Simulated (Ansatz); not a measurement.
# Relaxing TePb in the rocksalt type

First guess:

```
CELL_PARAMETERS angstrom
0.00000 3.08538 3.08538
3.08538 0.00000 3.08538
3.08538 3.08538 0.00000
ATOMIC_POSITIONS crystal
Pb 0.00000 0.00000 0.00000
Te 0.50000 0.50000 0.50000
```

The calculation used Ansatz 0.2.0, DFT, PBE, PAW with Ansatz's default frozen-core files, scalar-relativistic.

Cell and atoms relax within the symmetry of the start on a 9×9×9 k mesh with 0.03 eV Fermi–Dirac smearing.

The start is built from a prototype, known or not as a phase of this compound; the cutoff is 420 eV.

No spin–orbit coupling, which matters for the heavy atoms here.

Question: What is the pressure of the first guess?

Answer: 11.04 GPa.

Question: What does it relax to?

Answer: a = 6.567 Å, b = 6.567 Å, c = 6.567 Å, α = 90.00°, β = 90.00°, γ = 90.00° (conventional cell), 35.40 Å³ per atom:
```xyz
2
Lattice="0.0000 3.2836 3.2836 3.2836 0.0000 3.2836 3.2836 3.2836 0.0000" Properties=species:S:1:pos:R:3 pbc="T T T"
Pb    0.0000    0.0000    0.0000
Te    3.2836    3.2836    3.2836
```

Question: How much energy does the relaxation release?

Answer: 176 meV/atom.
